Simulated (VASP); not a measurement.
Here is a VASP 6.6.1 calculation.

File INCAR:

```
  ALGO = Normal
  EDIFF = 1E-7
  ENCUT = 520
  GGA = PS
  ISIF = 2
  ISMEAR = 1
  LASPH = True
  LCHARG = True
  LREAL = False
  LVHAR = True
  LWAVE = False
  NELM = 80
  PREC = Accurate
  SIGMA = 0.1
```

The input KPOINTS:

```
k-points
0
Gamma
  18 18 10
```

POSCAR

```
Zn                                      
1.0
    2.5942347479     -0.0000000000      0.0000000000
   -1.2971173739      2.2466731971      0.0000000000
    0.0000000000     -0.0000000000      4.9169628018
  Zn            
     2
Direct
     0.3333333300000021    0.6666666699999979    0.2500000000000000
     0.6666666699999979    0.3333333300000021    0.7500000000000000
```

Potentials or basis: VASP PAW PBE potentials, release 64 (Zn).

The run is started by

```bash
$ cat potpaw_PBE.64/Zn/POTCAR > POTCAR
$ mpirun -np 1 vasp_std > vasp.out
```

Q: What does it give for the pressure?

A: 0.1 GPa.

Q: What does it give for the band gap on the k mesh?

A: None (metal or under the smearing width).

Caveat: the PAW data sets were made with another functional, which shifts forces and pressure a little.
